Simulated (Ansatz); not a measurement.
# Energy landscape near a SnSe structure

All numbers below come from Ansatz, DFT PBEsol, scalar-relativistic, plane waves, PAW.

Settings: cutoff 420 eV, Γ-centred mesh 8×8×6 on the computed 4-atom cell, Gaussian smearing of 0.02 eV; no spin polarisation.

Reference cell:

```
CELL_PARAMETERS angstrom
2.15500 -5.85250 0.00000
2.15500 5.85250 0.00000
0.00000 0.00000 4.31800
ATOMIC_POSITIONS crystal
Sn 0.88000 0.12000 0.25000
Sn 0.12000 0.88000 0.75000
Se 0.64400 0.35600 0.25000
Se 0.35600 0.64400 0.75000
```

Each variant moves atoms of this cell by the vectors given, if any (Å), and then applies a symmetric strain (tensor components, Cartesian axes). The reference cell isn't relaxed at this level. Energies are per atom at zero smearing, counted from the lowest variant. Pressure is positive in compression.

1. strain (xx yy zz yz xz xy, %) -3.27 -3.45 -1.86 0.00 0.00 0.00; moves: Sn1 (0.000, 0.003, 0.000); Sn2 (0.000, -0.003, 0.000); Se3 (0.000, 0.212, 0.000); Se4 (0.000, -0.212, 0.000)
2. no strain; moves: Sn1 (0.011, -0.123, -0.085)
3. strain (xx yy zz yz xz xy, %) -0.91 0.37 -3.27 0.00 1.45 0.00; moves: Sn1 (0.087, 0.065, 0.014); Sn2 (0.087, -0.065, 0.014); Se3 (-0.087, 0.159, -0.014); Se4 (-0.087, -0.159, -0.014)

```csv
variant,ΔE (meV/atom),P (GPa),largest force (eV/Å),gap on mesh (eV),space group
1,?,?,?,?,?
2,9.2,-3.97,0.68,0.23,P1
3,0.0,-1.35,0.57,0.18,Cc
```

Q: Give the withheld rows.

A:
```json
{"variant": "1", "ΔE (meV/atom)": "5.4", "P (GPa)": "-0.20", "largest force (eV/Å)": "0.71", "gap on mesh (eV)": "0.02", "space group": "Cmcm"}
```

This form isn't the usual stable structure of the compound, though it has been observed.